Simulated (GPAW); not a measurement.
Ni, 1 atom in the cell. It takes space group Im-3m (No. 229, cubic). The conventional cell has a = 2.767 Å, b = 2.767 Å, c = 2.767 Å, α = 90.00°, β = 90.00°, γ = 90.00°. Around Ni (site symmetry m-3m) lie 8 Ni at 2.40 Å. This isn't the form of Ni at room conditions, which is fcc.

```yaml
Program: GPAW 26.7.0
Task: single point
Functional: r2SCAN
Potentials_or_basis: GPAW PAW data sets (gpaw-data 1.2.1)
Cutoff: 600 eV
Basis: pw
k_mesh: 13 × 13 × 13
Occupations: fermi-dirac, width 0.05 eV
Spin: collinear spin, ferromagnetic start
Starting_moments: "[1.0] μB"
Maxiter: 150
```

Potentials or basis: GPAW PAW data sets (gpaw-data 1.2.1), pw.

Launch:

```sh
$ OMP_NUM_THREADS=1 python run.py
```

Hardware: 1 thread of Arm Neoverse V1, with other jobs on the host.

Problem. Estimate the wall time of this run.

Solution. It took 2.2 min on 1 thread of Arm Neoverse V1 (shared host), peak memory 0.22 GiB. Counts: scf iterations 21, plane waves 370, bands 17, k points 84.
